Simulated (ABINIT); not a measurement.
# AlAu (Pm-3m) in ABINIT: notebook

The runs below take AlAu through relaxation of cell and atoms, single point, with PBEsol.

Program: ABINIT 10.8.3 (patched build). These are calculated values, not measurements. Logs are shortened: lines on timing, memory, paths and dates and some standing lists are left out, and cuts for length are marked. The log counts tension as positive stress, the text compression.

### 1 Starting point

Symmetry: Pm-3m, No. 221, cubic system. The conventional cell has a = 3.224 Å, b = 3.224 Å, c = 3.224 Å, α = 90.00°, β = 90.00°, γ = 90.00°. Around Au (site symmetry m-3m) lie 8 Al at 2.79 Å. Around Al (site symmetry m-3m) lie 8 Au at 2.79 Å.

The cell comes from a database or a generator and needn't be the stable form of this composition.

### 2 Relaxation of cell and atoms, PBEsol

Input file run.abi:

```
pp_dirpath "./"
pseudos "Au.upf, Al.upf"

acell 3*1.0
rprim
     6.0923674217     0.0000000000     0.0000000000
     0.0000000000     6.0923674217     0.0000000000
     0.0000000000     0.0000000000     6.0923674217
ntypat 2
znucl 79 13
natom 2
typat 1 2
chkprim 0
chksymtnons 0
tolsym 1.0e-6
xred
            1/2            1/2            1/2
            0.0            0.0            0.0

ecut 38.0
ecutsm 0.5

kptopt 1
ngkpt 6 6 6
nshiftk 1
shiftk 0.0 0.0 0.0

ixc -116133

nband 15
occopt 3
tsmear 0.05 eV

nstep 80
tolvrs 1.0e-12

iomode 3
prteig 0
prtebands 0
prtwf 0
prtden 0

ionmov 2
optcell 2
ntime 50
tolmxf 2.0e-5
dilatmx 1.08
```

Potentials or basis: PseudoDojo NC SR PBEsol v0.4.1 standard.

Launch:

```bash
abinit run.abi > log 2>&1
```

run.abo:

```text
.Version 10.8.3 of ABINIT
 Symmetries : space group Pm -3 m (#221); Bravais cP (primitive cubic)
================================================================================
 Values of the parameters that define the memory need of the present run
     intxc =       0    ionmov =       2      iscf =       7    lmnmax =       7
     lnmax =       7     mgfft =      40  mpssoang =       4    mqgrid =    3001
     natom =       2  nloc_mem =       1    nspden =       1   nspinor =       1
    nsppol =       1      nsym =      48    n1xccc =    2501    ntypat =       2
    occopt =       3   xclevel =       2
       mpw =        3217          nfft =       64000          nkpt =          20
================================================================================
================================================================================

--------------------------------------------------------------------------------
------------- Echo of variables that govern the present computation ------------
--------------------------------------------------------------------------------
 -outvars: echo values of preprocessed input variables --------
            acell      1.0000000000E+00  1.0000000000E+00  1.0000000000E+00 Bohr
              amu      1.96966540E+02  2.69815390E+01
          chkprim           0
      chksymtnons           0
          dilatmx      1.08000000E+00
             ecut      3.80000000E+01 Hartree
           ecutsm      5.00000000E-01 Hartree
           ionmov           2
              ixc     -116133
         kptrlatt        6    0    0      0    6    0      0    0    6
          kptrlen      3.65542045E+01
            natom           2
            nband          15
            ngfft          40      40      40
             nkpt          20
            nstep          80
             nsym          48
            ntime          50
           ntypat           2
           occopt           3
          optcell           2
           prtden           0
        prtebands           0
           prteig           0
            prtwf           0
            rprim      6.0923674217E+00  0.0000000000E+00  0.0000000000E+00
                       0.0000000000E+00  6.0923674217E+00  0.0000000000E+00
                       0.0000000000E+00  0.0000000000E+00  6.0923674217E+00
          spgroup         221
           tolmxf      2.00000000E-05
           tolsym      1.00000000E-06
           tolvrs      1.00000000E-12
           tsmear      1.83746611E-03 Hartree
            typat      1  2
           xangst      1.6119709989E+00  1.6119709989E+00  1.6119709989E+00
                       0.0000000000E+00  0.0000000000E+00  0.0000000000E+00
            xcart      3.0461837108E+00  3.0461837108E+00  3.0461837108E+00
                       0.0000000000E+00  0.0000000000E+00  0.0000000000E+00
             xred      5.0000000000E-01  5.0000000000E-01  5.0000000000E-01
                       0.0000000000E+00  0.0000000000E+00  0.0000000000E+00
            znucl       79.00000   13.00000

================================================================================

 chkinp: Checking input parameters for consistency.

================================================================================
== DATASET  1 ==================================================================

--- !DatasetInfo
iteration_state: {dtset: 1, }
dimensions: {natom: 2, nkpt: 20, mband: 15, nsppol: 1, nspinor: 1, nspden: 1, mpw: 3217, }
cutoff_energies: {ecut:  38.0, pawecutdg:  -1.0, }
electrons: {nelect:   2.20000000E+01, charge:   0.00000000E+00, occopt:   3.00000000E+00, tsmear:   1.83746611E-03, }
meta: {optdriver: 0, ionmov: 2, optcell: 2, iscf: 7, paral_kgb: 0, }
...

 Real(R)+Recip(G) space primitive vectors, cartesian coordinates (Bohr,Bohr^-1):
 R(1)=  6.0923674  0.0000000  0.0000000  G(1)=  0.1641398  0.0000000  0.0000000
 R(2)=  0.0000000  6.0923674  0.0000000  G(2)=  0.0000000  0.1641398  0.0000000
 R(3)=  0.0000000  0.0000000  6.0923674  G(3)=  0.0000000  0.0000000  0.1641398
 Unit cell volume ucvol=  2.2613004E+02 bohr^3
 Angles (23,13,12)=  9.00000000E+01  9.00000000E+01  9.00000000E+01 degrees

 getcut: wavevector=  0.0000  0.0000  0.0000  ngfft=  40  40  40
         ecut(hartree)=     44.323   => boxcut(ratio)=   2.19075

--- Pseudopotential description ------------------------------------------------
- pspini: atom type   1  psp file is ./Au.upf
  79.00000  19.00000  180301                  znucl, zion, pspdat
12 -116133 3 -1 1340                          pspcod,pspxc,lmax,lloc,mmax
     nproj     2     2     2     1

- pspini: atom type   2  psp file is ./Al.upf
  13.00000   3.00000  180301                  znucl, zion, pspdat
12 -116133 2 -1 1876                          pspcod,pspxc,lmax,lloc,mmax
     nproj     2     2     2     0

   7.23896361E+02                                ecore*ucvol(ha*bohr**3)
--------------------------------------------------------------------------------

================================================================================

=== [ionmov= 2] Broyden-Fletcher-Goldfarb-Shanno method (forces)
================================================================================

--- Iteration: ( 1/50) Internal Cycle: (1/1)
--------------------------------------------------------------------------------

---SELF-CONSISTENT-FIELD CONVERGENCE--------------------------------------------

--- !BeginCycle
iteration_state: {dtset: 1, itime: 1, icycle: 1, }
solver: {iscf: 7, nstep: 80, nline: 4, wfoptalg: 0, }
tolerances: {tolvrs: 1.00E-12, }
...

     iter   Etot(hartree)      deltaE(h)  residm     vres2
 ETOT  1  -149.53657185992    -1.495E+02 2.719E-01 4.923E+02
 ETOT  2  -149.66482413139    -1.283E-01 3.184E-02 6.462E+02
 ETOT  3  -149.76269182473    -9.787E-02 4.664E-03 7.179E+00
 ETOT  4  -149.76347547955    -7.837E-04 1.841E-03 8.331E-01
 ETOT  5  -149.76357685358    -1.014E-04 4.314E-04 8.918E-03
 ETOT  6  -149.76357787354    -1.020E-06 3.167E-04 7.200E-06
 ETOT  7  -149.76357787441    -8.653E-10 1.539E-04 9.475E-07
 ETOT  8  -149.76357787453    -1.218E-10 1.096E-04 1.086E-08
 ETOT  9  -149.76357787454    -8.100E-12 4.799E-05 3.334E-11
 ETOT 10  -149.76357787453     6.025E-12 3.648E-05 2.244E-14
[... 440 lines left out ...]
 Gradient of E wrt nuclear positions in reduced coordinates (gred)
  0.00000000000000E+00  0.00000000000000E+00  0.00000000000000E+00
  0.00000000000000E+00  0.00000000000000E+00  0.00000000000000E+00
 Scale of Primitive Cell (acell) [bohr]
  6.00367116127764E+00  6.00367116127764E+00  6.00367116127764E+00
 Real space primitive translations (rprimd) [bohr]
  6.00367116127764E+00  0.00000000000000E+00  0.00000000000000E+00
  0.00000000000000E+00  6.00367116127764E+00  0.00000000000000E+00
  0.00000000000000E+00  0.00000000000000E+00  6.00367116127764E+00
 Unitary Cell Volume (ucvol) [Bohr^3]=  2.16396728061115E+02
 Angles (23,13,12)= [degrees]
  9.00000000000000E+01  9.00000000000000E+01  9.00000000000000E+01
 Lengths [Bohr]
  6.00367116127764E+00  6.00367116127764E+00  6.00367116127764E+00
 Stress tensor in cartesian coordinates (strten) [Ha/bohr^3]
  1.49250400580114E-09  0.00000000000000E+00  0.00000000000000E+00
  0.00000000000000E+00  1.49250400927059E-09  0.00000000000000E+00
  0.00000000000000E+00  0.00000000000000E+00  1.49250400580114E-09
 Total energy (etotal) [Ha]= -1.49764526653529E+02

 Difference of energy with previous step (new-old):
           Absolute (Ha)=-5.05727E-09
           Relative     =-3.37682E-11

 At Broyd/MD step   5, gradients are converged :
  max grad (force/stress) = 1.4925E-07 < tolmxf= 2.0000E-05 ha/bohr (free atoms)

================================================================================

 ----iterations are completed or convergence reached----

 Mean square residual over all n,k,spin=   30.593E-15; max=  54.776E-13
 reduced coordinates (array xred) for    2 atoms
       0.500000000000      0.500000000000      0.500000000000
       0.000000000000      0.000000000000      0.000000000000
 rms dE/dt=  0.0000E+00; max dE/dt=  0.0000E+00; dE/dt below (all hartree)
    1       0.000000000000      0.000000000000      0.000000000000
    2       0.000000000000      0.000000000000      0.000000000000

 cartesian coordinates (angstrom) at end:
    1      1.58850297907418     1.58850297907418     1.58850297907418
    2      0.00000000000000     0.00000000000000     0.00000000000000

 cartesian forces (hartree/bohr) at end:
    1     -0.00000000000000    -0.00000000000000    -0.00000000000000
    2     -0.00000000000000    -0.00000000000000    -0.00000000000000
 frms,max,avg= 0.0000000E+00 0.0000000E+00   0.000E+00  0.000E+00  0.000E+00 h/b

 cartesian forces (eV/Angstrom) at end:
    1     -0.00000000000000    -0.00000000000000    -0.00000000000000
    2     -0.00000000000000    -0.00000000000000    -0.00000000000000
 frms,max,avg= 0.0000000E+00 0.0000000E+00   0.000E+00  0.000E+00  0.000E+00 e/A
 length scales=  6.003671161278  6.003671161278  6.003671161278 bohr
              =  3.177005958148  3.177005958148  3.177005958148 angstroms
 Fermi (or HOMO) energy (hartree) =   0.44143   Average Vxc (hartree)=  -0.44688
 Eigenvalues (hartree) for nkpt=  20  k points:
 kpt#   1, nband= 15, wtk=  0.00463, kpt=  0.0000  0.0000  0.0000 (reduced coord)
  -3.50077   -1.71013   -1.71013   -1.71013    0.00390    0.18274    0.18274    0.25825
   0.25825    0.25825    0.54049    0.54049    0.54049    0.69788    0.71134
      occupation numbers for kpt#   1
   2.00000    2.00000    2.00000    2.00000    2.00000    2.00000    2.00000    2.00000
   2.00000    2.00000    0.00000    0.00000    0.00000    0.00000    0.00000
 prteigrs : prtvol=0 or 1, do not print more k-points.

--- !EnergyTerms
iteration_state     : {dtset: 1, itime: 5, icycle: 1, }
comment             : Components of total free energy in Hartree
kinetic             :  4.32497227361956E+01
hartree             :  3.75462797604874E+01
xc                  : -2.62255711521041E+01
Ewald energy        : -9.50435772824837E+01
psp_core            :  3.34522784803135E+00
local_psp           : -1.15449418349680E+02
non_local_psp       :  2.81311895664777E+00
internal            : -1.49764217482905E+02
'-kT*entropy'       : -3.09170623084249E-04
total_energy        : -1.49764526653529E+02
total_energy_eV     : -4.07530038071568E+03
band_energy         : -1.40342561423913E+01
...

 Cartesian components of stress tensor (hartree/bohr^3)
  sigma(1 1)=  1.49250401E-09  sigma(3 2)=  0.00000000E+00
  sigma(2 2)=  1.49250401E-09  sigma(3 1)=  0.00000000E+00
  sigma(3 3)=  1.49250401E-09  sigma(2 1)=  0.00000000E+00

-Cartesian components of stress tensor (GPa)         [Pressure= -4.3911E-05 GPa]
- sigma(1 1)=  4.39109839E-05  sigma(3 2)=  0.00000000E+00
- sigma(2 2)=  4.39109840E-05  sigma(3 1)=  0.00000000E+00
- sigma(3 3)=  4.39109839E-05  sigma(2 1)=  0.00000000E+00

== END DATASET(S) ==============================================================
================================================================================

 -outvars: echo values of variables after computation  --------
            acell      6.0036711613E+00  6.0036711613E+00  6.0036711613E+00 Bohr
           etotal     -1.4976452665E+02
            fcart     -0.0000000000E+00 -0.0000000000E+00 -0.0000000000E+00
                      -0.0000000000E+00 -0.0000000000E+00 -0.0000000000E+00
           strten      1.4925040058E-09  1.4925040093E-09  1.4925040058E-09
                       0.0000000000E+00  0.0000000000E+00  0.0000000000E+00
           xangst      1.5885029791E+00  1.5885029791E+00  1.5885029791E+00
                       0.0000000000E+00  0.0000000000E+00  0.0000000000E+00
             xred      5.0000000000E-01  5.0000000000E-01  5.0000000000E-01
                       0.0000000000E+00  0.0000000000E+00  0.0000000000E+00
 Calculation completed.
```

It took 1.7 min on 1 thread of Arm Neoverse V2, shared host; peak memory 0.09 GiB.

Results:

- Free energy: -4075.3004 eV
- Relaxed volume: 16.03 Å³/atom
- Relaxed cell: a = 3.177 Å, b = 3.177 Å, c = 3.177 Å, α = 90.00°, β = 90.00°, γ = 90.00°
- Space group after relaxing (to 0.05 Å): Pm-3m (No. 221)
- Energy gained by relaxing: 12.9 meV/atom
- Ionic steps: 5
- Pressure after relaxing: 0.0 GPa
- Band gap on the k mesh: none (metal or under the smearing width)

The path:
| step | energy change (eV) | largest force (eV/Å) | pressure (GPa) | volume (Å³) |
| --- | --- | --- | --- | --- |
| 1 | 0.0000 | 0.0000 | -5.49 | 33.51 |
| 2 | -0.0158 | 0.0000 | -3.53 | 32.95 |
| 3 | -0.0258 | 0.0000 | 0.29 | 32.00 |
| 4 | -0.0258 | 0.0000 | -0.01 | 32.07 |
| 5 | -0.0258 | 0.0000 | 0.00 | 32.07 |

Final structure:
```cif
data_structure
_symmetry_space_group_name_H-M 'P 1'
_symmetry_Int_Tables_number 1
_cell_length_a 3.1770
_cell_length_b 3.1770
_cell_length_c 3.1770
_cell_angle_alpha 90.000
_cell_angle_beta 90.000
_cell_angle_gamma 90.000
_cell_volume 32.07
loop_
_atom_site_label
_atom_site_type_symbol
_atom_site_fract_x
_atom_site_fract_y
_atom_site_fract_z
_atom_site_occupancy
Au1 Au 0.50000 0.50000 0.50000 1
Al1 Al 0.00000 0.00000 0.00000 1
```

### 3 Single point, PBEsol (cell relaxed)

Input file run.abi:

```
# Pseudopotentials
pp_dirpath "./"
pseudos "Au.upf, Al.upf"

# Structure
acell 3*1.0
rprim
     6.0036711607     0.0000000000     0.0000000000
     0.0000000000     6.0036711607     0.0000000000
     0.0000000000     0.0000000000     6.0036711607
ntypat 2
znucl 79 13
natom 2
typat 1 2
xred
     0.5000000000     0.5000000000     0.5000000000
     0.0000000000     0.0000000000     0.0000000000
chkprim 0
chksymtnons 0
tolsym 1.0e-6

# Plane-wave basis
ecut 38.0

# k points
kptopt 1
ngkpt 6 6 6
nshiftk 1
shiftk 0.0 0.0 0.0

# Exchange and correlation
ixc -116133

# Bands and occupations
nband 15
occopt 3
tsmear 0.05 eV

# SCF cycle
nstep 100
tolvrs 1.0e-10

# Output
iomode 3
prtwf 0
prtden 0
prteig 0
prtebands 0
enunit 1
prtvol 2
```

Potentials or basis: PseudoDojo NC SR PBEsol v0.4.1 standard.

Launch:

```bash
abinit run.abi > log 2>&1
```

run.abo:

```text
.Version 10.8.3 of ABINIT
 Symmetries : space group Pm -3 m (#221); Bravais cP (primitive cubic)
================================================================================
 Values of the parameters that define the memory need of the present run
     intxc =       0    ionmov =       0      iscf =       7    lmnmax =       7
     lnmax =       7     mgfft =      36  mpssoang =       4    mqgrid =    3001
     natom =       2  nloc_mem =       1    nspden =       1   nspinor =       1
    nsppol =       1      nsym =      48    n1xccc =    2501    ntypat =       2
    occopt =       3   xclevel =       2
       mpw =        2449          nfft =       46656          nkpt =          20
================================================================================
================================================================================

--------------------------------------------------------------------------------
------------- Echo of variables that govern the present computation ------------
[... 316 lines left out ...]
- sigma(2 2)=  1.52427821E-02  sigma(3 1)=  0.00000000E+00
- sigma(3 3)=  1.52427821E-02  sigma(2 1)=  0.00000000E+00

== END DATASET(S) ==============================================================
================================================================================

 -outvars: echo values of variables after computation  --------
            acell      1.0000000000E+00  1.0000000000E+00  1.0000000000E+00 Bohr
           etotal     -1.4976452757E+02
            fcart     -0.0000000000E+00 -0.0000000000E+00 -0.0000000000E+00
                      -0.0000000000E+00 -0.0000000000E+00 -0.0000000000E+00
            rprim      6.0036711607E+00  0.0000000000E+00  0.0000000000E+00
                       0.0000000000E+00  6.0036711607E+00  0.0000000000E+00
                       0.0000000000E+00  0.0000000000E+00  6.0036711607E+00
           strten      5.1809163175E-07  5.1809163175E-07  5.1809163175E-07
                       0.0000000000E+00  0.0000000000E+00  0.0000000000E+00
           xangst      1.5885029789E+00  1.5885029789E+00  1.5885029789E+00
                       0.0000000000E+00  0.0000000000E+00  0.0000000000E+00
             xred      5.0000000000E-01  5.0000000000E-01  5.0000000000E-01
                       0.0000000000E+00  0.0000000000E+00  0.0000000000E+00
 Calculation completed.
```

It took 17 s on 1 thread of Arm Neoverse V2, shared host; peak memory 0.07 GiB.

Results:

```yaml
Free_energy: -4075.3004 eV
Pressure: 0.0 GPa
Band_gap_on_the_k_mesh: none (metal or under the smearing width)
Valence_electrons_inside_the_program's_atomic_spheres: Au 15.53; Al 0.82
```

Levels at points of the mesh, in eV from the Fermi level:
```tsv
k point	band 7	band 8	band 9	band 10	band 11	band 12	band 13	band 14	band 15
(0.00, 0.00, 0.00)	-7.04	-4.98	-4.98	-4.98	2.70	2.70	2.70	6.98	7.34
(0.50, 0.00, 0.00)	-6.66	-5.94	-5.94	-4.86	-3.48	5.51	7.19	7.19	8.08
(0.50, 0.50, 0.00)	-5.71	-5.71	-4.08	-3.84	-3.84	-1.40	0.80	7.20	10.77
(0.50, 0.50, 0.50)	-7.59	-4.03	-4.03	-0.45	0.64	0.64	0.64	2.16	3.62
```

The run has no spin-orbit coupling, so splittings on Au are missing.
